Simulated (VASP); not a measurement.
# BN (F-43m) in VASP: a series of runs

The runs below take BN through relaxation of cell and atoms, with r2SCAN.

Program: VASP 6.6.1. These are calculated values, not measurements. Logs are shortened: lines on timing, memory, paths and dates and some standing lists are left out, and cuts for length are marked.

## 1. The crystal as given

Symmetry: F-43m, No. 216, cubic system. Conventional cell: a = 3.615 Å, b = 3.615 Å, c = 3.615 Å, α = 90.00°, β = 90.00°, γ = 90.00°. B (site symmetry -43m) is surrounded by 4 N at 1.57 Å. N (site symmetry -43m) has 4 B at 1.57 Å as nearest neighbours.

## 2. Relaxation of cell and atoms, r2SCAN

The input, INCAR:

```
PREC     = Accurate       # precision mode
ENCUT    = 520            # plane-wave cutoff, eV
EDIFF    = 1E-7           # SCF threshold, eV
ISMEAR   = 0              # smearing method
SIGMA    = 0.02           # smearing width, eV
LREAL    = False          # projectors in reciprocal space
LASPH    = True           # aspherical terms in the spheres
NELM     = 100            # most SCF steps
ALGO     = Normal         # electronic algorithm
ISIF     = 3              # what is computed and relaxed
LWAVE    = False          # write WAVECAR
LCHARG   = False          # write CHGCAR
METAGGA  = R2SCAN         # meta-GGA
LMIXTAU  = True         
IBRION   = 2              # ionic algorithm
NSW      = 80             # ionic steps
EDIFFG   = -0.002         # ionic threshold
```

The input, KPOINTS:

```
regular mesh
0
Gamma
  14 14 14
```

The input, POSCAR:

```
BN
1.0
    0.0000000000      1.8075000000      1.8075000000
    1.8075000000      0.0000000000      1.8075000000
    1.8075000000      1.8075000000      0.0000000000
B N
1 1
Direct
    0.0000000000      0.0000000000      0.0000000000
    0.2500000000      0.2500000000      0.2500000000
```

Potentials or basis: VASP PAW PBE potentials, release 64 (B, N).

Command:

```bash
> cat potpaw_PBE.64/B/POTCAR potpaw_PBE.64/N/POTCAR > POTCAR
> mpirun -np 1 vasp_std > vasp.out
```

OUTCAR:

```text
PREC = Accurate
   ENCUT = 520
   EDIFF = 1E-7
   ISMEAR = 0
   LREAL = False
   LASPH = True
   NELM = 100
   ISIF = 3
   METAGGA = R2SCAN
   IBRION = 2
   NSW = 80
   EDIFFG = -0.002

 ion  position               nearest neighbor table
   1  0.000  0.000  0.000-   2 1.57   2 1.57   2 1.57   2 1.57
   2  0.250  0.250  0.250-   1 1.57   1 1.57   1 1.57   1 1.57

  LATTYP: Found a face centered cubic cell.
 ALAT       =     3.6150000000

  Lattice vectors:

 A1 = (   0.0000000000,   1.8075000000,   1.8075000000)
 A2 = (   1.8075000000,   0.0000000000,   1.8075000000)
 A3 = (   1.8075000000,   1.8075000000,   0.0000000000)

Analysis of symmetry for initial positions (statically):
=====================================================================
 Subroutine PRICEL returns:
 Original cell was already a primitive cell.

 Routine SETGRP: Setting up the symmetry group for a
 face centered cubic supercell.

 Subroutine GETGRP returns: Found 24 space group operations
 (whereof 24 operations were pure point group operations)
 out of a pool of 48 trial point group operations.

The static configuration has the point symmetry T_d .

Analysis of symmetry for dynamics (positions and initial velocities):
=====================================================================
 Subroutine PRICEL returns:
 Original cell was already a primitive cell.

 Routine SETGRP: Setting up the symmetry group for a
 face centered cubic supercell.

 Subroutine GETGRP returns: Found 24 space group operations
 (whereof 24 operations were pure point group operations)
 out of a pool of 48 trial point group operations.

The dynamic configuration has the point symmetry T_d .

 Subroutine INISYM returns: Found 24 space group operations
 (whereof 24 operations are pure point group operations),
 and found     1 'primitive' translations

----------------------------------------------------------------------------------------

                                     Primitive cell

  volume of cell :      11.8104

  direct lattice vectors                    reciprocal lattice vectors
     0.000000000  1.807500000  1.807500000    -0.276625173  0.276625173  0.276625173
     1.807500000  0.000000000  1.807500000     0.276625173 -0.276625173  0.276625173
     1.807500000  1.807500000  0.000000000     0.276625173  0.276625173 -0.276625173

  length of vectors
     2.556191014  2.556191014  2.556191014     0.479128854  0.479128854  0.479128854

  position of ions in fractional coordinates (direct lattice)
     0.000000000  0.000000000  0.000000000
     0.250000000  0.250000000  0.250000000

  ion indices of the primitive-cell ions
   primitive index   ion index
                 1           1
                 2           2

----------------------------------------------------------------------------------------

 KPOINTS: regular mesh

Automatic generation of k-mesh.
 Grid dimensions read from file:
 generate k-points for:   14   14   14

 Generating k-lattice:

  Cartesian coordinates                     Fractional coordinates (reciprocal lattice)
    -0.019758941  0.019758941  0.019758941     0.071428571  0.000000000  0.000000000
     0.019758941 -0.019758941  0.019758941     0.000000000  0.071428571  0.000000000
     0.019758941  0.019758941 -0.019758941     0.000000000  0.000000000  0.071428571

  Length of vectors
     0.034223490  0.034223490  0.034223490

  Shift w.r.t. Gamma in fractional coordinates (k-lattice)
     0.000000000  0.000000000  0.000000000

 Subroutine IBZKPT returns following result:
 ===========================================

 Found    104 irreducible k-points:

 Following reciprocal coordinates:
            Coordinates               Weight
  0.000000  0.000000  0.000000      1.000000
  0.071429  0.000000  0.000000      8.000000
  0.142857  0.000000  0.000000      8.000000
  0.214286  0.000000  0.000000      8.000000
  0.285714  0.000000  0.000000      8.000000
  0.357143  0.000000  0.000000      8.000000
[... 16 lines left out ...]
  0.214286  0.142857  0.000000     24.000000
  0.285714  0.142857  0.000000     24.000000
 [... further k-points ...]
   k-points           NKPTS =    104   k-points in BZ     NKDIM =    104   number of bands    NBANDS=      8
   number of dos      NEDOS =    301   number of ions     NIONS =      2
   total plane-waves  NPLWV =   8000
   dimension x,y,z NGX =    20 NGY =   20 NGZ =   20
   dimension x,y,z NGXF=    40 NGYF=   40 NGZF=   40
   ions per type =               1   1
   NGX,Y,Z   is equivalent  to a cutoff of  13.01, 13.01, 13.01 a.u.
   NGXF,Y,Z  is equivalent  to a cutoff of  26.01, 26.01, 26.01 a.u.
 SYSTEM =  unknown system
   PREC   = accura    normal or accurate (medium, high low for compatibility)
   ISTART =      0    job   : 0-new  1-cont  2-samecut
   ICHARG =      2    charge: 1-file 2-atom 10-const
   ISPIN  =      1    spin polarized calculation?
   LNONCOLLINEAR =      F non collinear calculations
   LSORBIT =      F    spin-orbit coupling
   LASPH  =      T    aspherical Exc in radial PAW
   ENCUT  =  520.0 eV  38.22 Ry    6.18 a.u.   4.75  4.75  4.75*2*pi/ulx,y,z
   NELM   =    100;   NELMIN=  2; NELMDL= -5     # of ELM steps
   EDIFF  = 0.1E-06   stopping-criterion for ELM
   LREAL  =      F    real-space projection
   EDIFFG = -.2E-02   stopping-criterion for IOM
   NSW    =     80    number of steps for IOM
   IBRION =      2    ionic relax: 0-MD 1-quasi-New 2-CG
   NFREE  =      1    steps in history (QN), initial steepest desc. (CG)
   ISIF   =      3    stress and relaxation
   ISYM   =      2    0-nonsym 1-usesym 2-fastsym
   POTIM  = 0.5000    time-step for ionic-motion
   TEBEG  =    0.0;   TEEND  =   0.0 temperature during run
   PSTRESS=    0.0 pullay stress
   NELECT =       8.0000    total number of electrons
   NUPDOWN=      -1.0000    fix difference up-down
   EMIN   =  10.00;   EMAX   =-10.00  energy-range for DOS
   EFERMI =   0.00;   METHOD = LEGACY
   ISMEAR =     0;   SIGMA  =   0.02  broadening in eV -4-tet -1-fermi 0-gaus
   EFERMI_NEDOS =   21; number of points for ismear=-14 and -15
   IALGO  =     38    algorithm
   IMIX   =      4    mixing-type and parameters
     AMIX     =   0.40;   BMIX     =  1.00
     AMIX_MAG =   1.60;   BMIX_MAG =  1.00
  volume/ion in A,a.u.               =       5.91        39.85
  Fermi-wavevector in a.u.,A,eV,Ry     =   1.437749  2.716952 28.124920  2.067123
  Thomas-Fermi vector in A             =   2.556793
   LORBIT       =      0    0 simple, 1 ext, 2 COOP (PROOUT), +10 PAW based schemes
   METAGGA = R2SCAN    functional components
   LHFCALC =     F    Hartree Fock is set to
   AEXX    =    0.0000 exact exchange contribution
   IVDW    =     0    specifies the selected vdW correction
   LEPSILON=     F    determine dielectric tensor
   LRPA    =     F    only Hartree local field effects (RPA)
 conjugate gradient relaxation of ions
 non-spin polarized calculation
 Gauss-broadening in eV      SIGMA  =   0.02
  energy-cutoff  :      520.00
  volume of cell :       11.81
 maximum number of plane-waves:       332
   NGX =  9   NGY =  9   NGZ =  9

--------------------------------------- Ionic step        1  -------------------------------------------

 number of electron       7.9999999 magnetization

 Free energy of the ion-electron system (eV)
  ---------------------------------------------------
  ext. energy  EPLUGINS =         0.00000000
  ---------------------------------------------------
  free energy    TOTEN  =       -19.17177834 eV

  energy without entropy =      -19.17177834  energy(sigma->0) =      -19.17177834

------------------------ aborting loop because EDIFF is reached ----------------------------------------

  FORCE on cell =-STRESS in cart. coord.  units (eV):
  Direction    XX          YY          ZZ          XY          YZ          ZX
  --------------------------------------------------------------------------------------
  -------------------------------------------------------------------------------------
  Total       -0.0445318     -0.0445318     -0.0445318     -0.0000000      0.0000000      0.0000000
  in kB       -6.0411045     -6.0411045     -6.0411045     -0.0000000      0.0000000      0.0000000
  external PRESSURE =      -6.0411045 kB  Pullay stress =       0.0000000 kB

 VOLUME and BASIS-vectors are now :
 -----------------------------------------------------------------------------
  energy-cutoff  :      520.00
  volume of cell :       11.81
      direct lattice vectors                 reciprocal lattice vectors
     0.000000000  1.807500000  1.807500000    -0.276625173  0.276625173  0.276625173
     1.807500000  0.000000000  1.807500000     0.276625173 -0.276625173  0.276625173
     1.807500000  1.807500000  0.000000000     0.276625173  0.276625173 -0.276625173
[... 37 lines left out ...]
 POSITION                                       TOTAL-FORCE (eV/Angst)
 -----------------------------------------------------------------------------------
      0.00000      0.00000      0.00000        -0.000000     -0.000000     -0.000000
      0.90278      0.90278      0.90278         0.000000      0.000000      0.000000
 -----------------------------------------------------------------------------------
    total drift:                                0.000000      0.000000      0.000000

  FREE ENERGIE OF THE ION-ELECTRON SYSTEM (eV)
  ---------------------------------------------------
  free  energy   TOTEN  =       -19.1717738933 eV

  energy  without entropy=      -19.1717738933  energy(sigma->0) =      -19.17177389

--------------------------------------- Ionic step        3  -------------------------------------------

 number of electron       7.9999999 magnetization

 Free energy of the ion-electron system (eV)
  ---------------------------------------------------
  ext. energy  EPLUGINS =         0.00000000
  ---------------------------------------------------
  free energy    TOTEN  =       -19.17181375 eV

  energy without entropy =      -19.17181375  energy(sigma->0) =      -19.17181375

 E-fermi :   7.4490     XC(G=0): -13.6547

 val. band max:        7.2618946847   @ k =   0.0000   0.0000   0.0000
 cond. band min:      12.2398597611   @ k =   0.5000   0.5000   0.0000
 fundamental gap:      4.9779650764
 Fermi energy:         7.4489841964

 k-point     1 :       0.0000    0.0000    0.0000
  band No.  band energies     occupation
      1     -14.0476      2.00000
      2       7.2619      2.00000
      3       7.2619      2.00000
      4       7.2619      2.00000
      5      16.7959      0.00000
      6      16.7959      0.00000
      7      16.7959      0.00000
      8      18.3511      0.00000

 k-point     2 :       0.0714    0.0000    0.0000
  band No.  band energies     occupation
      1     -13.9188      2.00000
      2       6.5459      2.00000
      3       7.1228      2.00000
      4       7.1228      2.00000
      5      16.9730      0.00000
      6      17.0112      0.00000
      7      17.0112      0.00000
      8      18.7887      0.00000
[... 221 lines left out ...]
 k-point    23 :       0.2143    0.1429    0.0000
  band No.  band energies     occupation
      1     -12.9079      2.00000
      2       3.9808      2.00000
      3       5.2816      2.00000
      4       5.6836      2.00000
      5      15.8642      0.00000
      6      19.4009      0.00000
      7      19.6770      0.00000
      8      20.3988      0.00000

 k-point    24 :       0.2857    0.1429    0.0000
  band No.  band energies     occupation
      1     -12.2217      2.00000
      2       1.9880      2.00000
      3       4.8269      2.00000
      4       5.3195      2.00000
      5      16.1928      0.00000
      6      19.7488      0.00000
      7      20.3170      0.00000
      8      20.9704      0.00000

 [... further k-points ...]

------------------------ aborting loop because EDIFF is reached ----------------------------------------

  FORCE on cell =-STRESS in cart. coord.  units (eV):
  Direction    XX          YY          ZZ          XY          YZ          ZX
  --------------------------------------------------------------------------------------
  -------------------------------------------------------------------------------------
  Total        0.0009545      0.0009545      0.0009545     -0.0000000      0.0000000      0.0000000
  in kB        0.1296902      0.1296902      0.1296902     -0.0000000      0.0000000      0.0000000
  external PRESSURE =       0.1296902 kB  Pullay stress =       0.0000000 kB

 VOLUME and BASIS-vectors are now :
 -----------------------------------------------------------------------------
  energy-cutoff  :      520.00
  volume of cell :       11.79
      direct lattice vectors                 reciprocal lattice vectors
     0.000000000  1.806550323  1.806550323    -0.276770591  0.276770591  0.276770591
     1.806550323  0.000000000  1.806550323     0.276770591 -0.276770591  0.276770591
     1.806550323  1.806550323  0.000000000     0.276770591  0.276770591 -0.276770591

 POSITION                                       TOTAL-FORCE (eV/Angst)
 -----------------------------------------------------------------------------------
      0.00000      0.00000      0.00000        -0.000000     -0.000000     -0.000000
      0.90328      0.90328      0.90328         0.000000      0.000000      0.000000
 -----------------------------------------------------------------------------------
    total drift:                                0.000000      0.000000      0.000000

  FREE ENERGIE OF THE ION-ELECTRON SYSTEM (eV)
  ---------------------------------------------------
  free  energy   TOTEN  =       -19.1718137507 eV

  energy  without entropy=      -19.1718137507  energy(sigma->0) =      -19.17181375

 reached required accuracy - stopping structural energy minimisation
```

Wall time 53 s (1 thread of Intel Xeon 6975P-C (Granite Rapids), shared host); peak memory 0.12 GiB.

What came out:

```
Free energy                            : -19.1718 eV
Relaxed volume                         : 5.90 Å³/atom
Relaxed cell                           : a = 2.555 Å, b = 2.555 Å, c = 2.555 Å, α = 60.00°, β = 60.00°, γ = 60.00°
Space group after relaxing (to 0.05 Å) : F-43m (No. 216)
Energy gained by relaxing              : 0.0 meV/atom
Ionic steps                            : 3
Pressure after relaxing                : 0.0 GPa
Band gap on the k mesh                 : 4.98 eV, indirect (least direct gap 9.53 eV)
```

Final structure:
```cif
data_structure
_symmetry_space_group_name_H-M 'P 1'
_symmetry_Int_Tables_number 1
_cell_length_a 2.5548
_cell_length_b 2.5548
_cell_length_c 2.5548
_cell_angle_alpha 60.000
_cell_angle_beta 60.000
_cell_angle_gamma 60.000
_cell_volume 11.79
loop_
_atom_site_label
_atom_site_type_symbol
_atom_site_fract_x
_atom_site_fract_y
_atom_site_fract_z
_atom_site_occupancy
B1 B 0.00000 0.00000 0.00000 1
N1 N 0.25000 0.25000 0.25000 1
```

Caveat: the PAW data sets were made with another functional, which shifts forces and pressure a little. r2SCAN opens gaps a little over a GGA but as a rule still falls short of measured ones.

[end of part 1 of 2]
